# Squeezing and stretching gallium oxide: from known strains to new ones

A thin film of gallium oxide grown on a substrate with a slightly different lattice spacing can be forced to adopt the substrate's in-plane lengths. A crystal under pressure usually shrinks along every direction. Both treatments move the band gap, and the table below follows that movement for the monoclinic crystal. Some results are hidden, so that the reader can first decide how far the visible ones carry.

Monoclinic Ga2O3 (C2/m, 10 atoms in the cell) under strain, computed with Ansatz 0.2.0: plane-wave PAW, PBE, cutoff 420 eV, 8×8×4 k mesh, no spin polarisation. The unstrained cell, the atoms in each strained cell and the free normal of the epitaxial rows were relaxed with r2SCAN, then held fixed for PBE. Band edges are also searched between mesh points.

```
 strain kind  strain (%)  band gap (eV)  band gap change (eV)  least direct gap change (eV)  gap kind  pressure change (GPa)
epitaxial xy          -3              ?                     ?                             ?         ?                      ?
epitaxial xy          -2          2.543                 0.175                         0.230  indirect                   4.85
epitaxial xy          -1          2.461                 0.094                         0.127  indirect                   2.46
epitaxial xy           1          2.245                -0.123                        -0.148    direct                  -2.48
epitaxial xy           2          2.080                -0.287                        -0.313    direct                  -4.90
epitaxial xy           3          1.905                -0.463                        -0.488    direct                  -7.23
 hydrostatic          -3              ?                     ?                             ?         ?                      ?
 hydrostatic          -2          2.842                 0.475                         0.470  indirect                  12.90
 hydrostatic          -1          2.604                 0.236                         0.236  indirect                   6.05
 hydrostatic           1          2.135                -0.232                        -0.234  indirect                  -5.36
 hydrostatic           2              ?                     ?                             ?         ?                      ?
 hydrostatic           3              ?                     ?                             ?         ?                      ?
```

Strain is the relative change of length in percent, negative for compression. In the hydrostatic rows all lengths change together. In the epitaxial rows two lengths are imposed and the crystal relaxes along the normal to that plane. Every change is counted from the same unstrained cell.

## Two gaps to keep apart

The band gap is the distance from the highest filled state to the lowest empty one, wherever in the Brillouin zone the two lie. The least direct gap requires both states to have the same wave vector. In the unstrained cell these gaps are 2.37 and 2.39 eV. The second value follows from the stretched epitaxial rows, where the two gaps coincide within about 1 meV: at +3 %, for example, $1.905+0.488=2.393$ eV.

The small difference matters because epitaxial strain changes it. It grows from about 0.027 eV without strain to 0.08 eV at 2 % compression, and it vanishes under tension. The column of band gap changes therefore joins an indirect transition on one side to a direct one on the other. The least direct gap gives the smoother series, and most of the reasoning below uses it. The label "direct" itself needs some care, since the valence top of this oxide is very flat. In the stretched epitaxial rows the highest valence state lies slightly off the zone centre, about 1 meV above the state at the centre.

## Why compression opens the gap

The lowest conduction state of gallium oxide lies at the zone centre and is built from gallium 4s orbitals in antibonding combination with oxygen orbitals. Shorter bonds strengthen the overlap and push an antibonding state up. The upper valence states are mainly oxygen 2p, only weakly bonded to gallium, and respond less. The gap should thus widen on compression and narrow on expansion, as it does in every visible row. This orbital picture is standard chemistry; the table holds gaps only and can't test it state by state.

The simplest law built on this picture says that equal relative changes of volume shift the gap by equal amounts. For a small step, $dE_g = D\,dV/V$, where $E_g$ is the least direct gap, $V$ the volume and $D$ a constant called the deformation potential. Adding up the steps gives $\Delta E_g = D\ln(V/V_0)$, with $V_0$ the unstrained volume. If all lengths change by the fraction $\varepsilon$, the volume ratio is $(1+\varepsilon)^3$, so that

$$\Delta E_g = 3D\ln(1+\varepsilon).$$

A least-squares fit to the three visible hydrostatic rows gives $D=-7.78$ eV and reproduces each of them within 0.002 eV. The constant belongs to this cell, which was relaxed with another functional and stands under a pressure of about 8 GPa in PBE, still about 3 GPa at +1 % uniform strain. Zero strain is thus a compressed state for the functional that gives the gaps, and the free normal of the film is free only in r2SCAN. PBE also makes the gap itself far too small, roughly half the real one. The changes are the more useful result, though the table has no second functional to show how well they hold, and this cell was not checked against a second program.

## Why a film is a different case

One percent of epitaxial strain moves the least direct gap less than one percent of hydrostatic strain. The main reason is that only two lengths are squeezed instead of three. The Poisson effect adds to this: the crystal expands along the free normal and recovers part of its volume. The strained plane here is (001), which contains the a and b axes, and another plane may give other numbers. The pressure column agrees, with a change of about 2.5 GPa for 1 % of epitaxial strain against 5 to 6 GPa for hydrostatic strain.

If pressure alone set the gap, the two treatments would at least agree per gigapascal. They don't. Between −1 and +1 %, the least direct gap rises by 41 meV per GPa in the hydrostatic rows and by 56 meV per GPa in the epitaxial ones, about 35 % more. A pressure coefficient taken from uniform strain would therefore underestimate the shift of the direct gap in this film. Both rates are local slopes around a PBE pressure of about 8 GPa, not constants: the hydrostatic one is 39 meV per GPa at −1 % and 44 meV per GPa at +1 %. The band gap can hide the difference: at −1 % it has risen by 38 meV per GPa in the epitaxial row and by 39 meV per GPa in the hydrostatic one. In the compressed film the valence top moves further above the highest valence state at the zone centre, which offsets the stronger rise of the direct gap. The shape of the cell matters as well as its size.

The epitaxial series also bends. The first percent of compression opens the least direct gap by 0.127 eV and the second by only 0.103 eV. Under tension the steps grow instead, from 0.148 eV for the first percent to 0.175 eV for the third. The visible hydrostatic rows show almost no such bending, which suggests that it comes with the change of shape.

Part of the reason may lie in the valence band, where several oxygen states lie close together. Strain can mix two of them that have the same symmetry. The film keeps the space group of the unstrained crystal, so symmetry allows the same mixing under uniform strain, and only its strength can differ. Mixing pushes the upper state up by an amount that grows with the square of the strain, whichever sign the strain has. A higher valence top means a smaller gap, so compression opens the gap less than expected and tension closes it more. 
This can't easily be the whole story. Under compression the band gap starts from another valence state, far from the zone centre, and it bends too: it opens by 0.094 eV for the first percent and by 0.081 eV for the second. The two transitions share their conduction state, so that state probably bends as well. Mixing with higher empty states would be expected to push it down for either sign of strain. The level energies printed by the runs point the same way, with most of the uneven steps in the conduction edge, though their common zero can shift with the cell. The two gaps themselves need no such zero. From the first to the second percent of compression the step shrinks by 0.024 eV in the least direct gap and by 0.013 eV in the band gap. The difference comes from the valence state at the zone centre. Compression makes it sink further below the distant valence top, by 33 meV in the first percent but only 21 meV in the second. This slowing accounts for about half of the bend of the direct gap on this side. The other half is common to both transitions. Relaxation along the normal adds little through the volume, which changes by nearly equal steps. Atoms also shift inside the cell, and the runs don't separate that part.

A cubic semiconductor such as gallium arsenide shows the valence part of this in sharper form. There the uppermost valence states have exactly equal energy, and in-plane strain splits them in proportion to its size. Whichever sign the strain has, one of them rises above their average, and the gap has a kink at zero. In the monoclinic oxide the low symmetry has already separated the states, so a smooth bend of the least direct gap is the natural counterpart. The band gap still changes slope between 0 and +1 %, where its valence top moves to the neighbourhood of the zone centre.

## The forecasts

For uniform strain the logarithmic law can be used as it stands. At +3 %, $3\ln 1.03 = 0.0887$, and multiplication by −7.78 eV gives a change of −0.690 eV. This row had no part in the fit. Its uncertainty is set wider than that of the other rows, because only one stretched row is visible.

For epitaxial strain there is no equally simple law, because size and shape change together. A third-order curve through zero, fitted by least squares to the five visible rows, serves as a smooth description. With the strain $s$ in percent and the change in eV, it reads

$$\Delta E_g = -0.1387\,s - 0.0103\,s^2 + 0.00078\,s^3.$$

At $s=-3$ the three terms give $0.416-0.093-0.021=0.302$ eV. The coefficients describe the bending and have no separate physical meaning.

The forecasts for the change of the least direct gap are:

- hydrostatic, −3 %: +0.71 ± 0.02 eV
- hydrostatic, +2 %: −0.46 ± 0.015 eV
- hydrostatic, +3 %: −0.69 ± 0.03 eV
- epitaxial, −3 %: +0.30 ± 0.02 eV

The band gap at −3 % epitaxial strain needs its own estimate, since it belongs to the indirect transition. A parabola through zero and the two visible compressed rows gives $3\times(0.175-0.094)=0.243$ eV, hence a forecast of +0.24 ± 0.03 eV with the gap still indirect. The hidden hydrostatic rows should stay indirect too, by a few hundredths of an electronvolt. All these ranges are judgements, wider than the scatter of the fits, because another valence state could take over beyond the visible strains.

The withheld rows as computed:

```
 strain kind  strain (%)  band gap (eV)  band gap change (eV)  least direct gap change (eV)  gap kind  pressure change (GPa)
epitaxial xy          -3          2.609                 0.242                         0.301  indirect                   7.05
 hydrostatic          -3          3.080                 0.712                         0.702  indirect                  20.62
 hydrostatic           2          1.910                -0.457                        -0.463  indirect                 -10.08
 hydrostatic           3          1.694                -0.674                        -0.686  indirect                 -14.22
```

## What held and what slipped

All five numerical forecasts fall within their ranges. The epitaxial row comes out at 0.301 eV for the least direct gap and 0.242 eV for the band gap, each about 0.001 eV from the value of its curve before rounding. The bending thus continues smoothly for one more percent of compression. This supports the curve as a description over that step, but it doesn't show what causes the bending.

A parabola for the least direct gap, drawn through zero and the two compressed rows, would have given 0.309 eV. It misses because the bending grows as the compression goes on. A parabola bends equally everywhere, while the third-order term lets the bending change. The difference is small beside the stated range, so either curve would have counted as a hit.

On the stretched hydrostatic side the law also does well, with misses of 0.001 eV at +2 % and 0.004 eV at +3 %. A straight line in strain, fitted to the same three rows, would have predicted −0.705 eV at +3 %, where the calculation gives −0.686 eV. The gap closes a little more slowly as the crystal expands: the first percent takes 0.234 eV and the third 0.223 eV. Part of this arises because each further percent of length is a smaller fraction of a volume that has already grown. The logarithm contains this part and the straight line does not, but it accounts for less than half of the slowing. The band gap slows more, from 0.232 eV for the first percent to 0.217 eV for the third, so the close agreement on this side belongs to the least direct gap.

The largest miss is at 3 % hydrostatic compression, where the law gives 0.711 eV and the calculation 0.702 eV. The error is about 1 % of the change, yet several times the scatter of the fitted rows. The law demands that each further percent of compression open the gap slightly more than the one before. The calculated last step is $0.702-0.470=0.232$ eV, no larger than the step before it, $0.470-0.236=0.234$ eV. Here the straight line, at 0.705 eV, happens to be closer, so the deformation potential is only nearly constant.

The statement on the kind of gap was right in kind but loose in size. The hidden hydrostatic rows do stay indirect, by about 20 meV at +2 % but by only about 15 meV at −3 and +3 %. The direct and indirect transitions are furthest apart near zero strain and approach each other whether the crystal shrinks or grows. A difference that simply changed in proportion to the volume would drift one way instead.

Both transitions end at the same conduction state, so their difference measures how far the valence top lies above the best valence state at the zone centre. One might suspect that the flat valence maximum slips between the sampled wave vectors, so that part of its height is missed. The runs guard against this by searching for the band edges between the mesh points. They find the top far from the zone centre, at almost the same wave vector in every hydrostatic row, and the narrowing appears with and without that search. The two valence states therefore do draw together under both signs of uniform strain, though the runs don't show why.
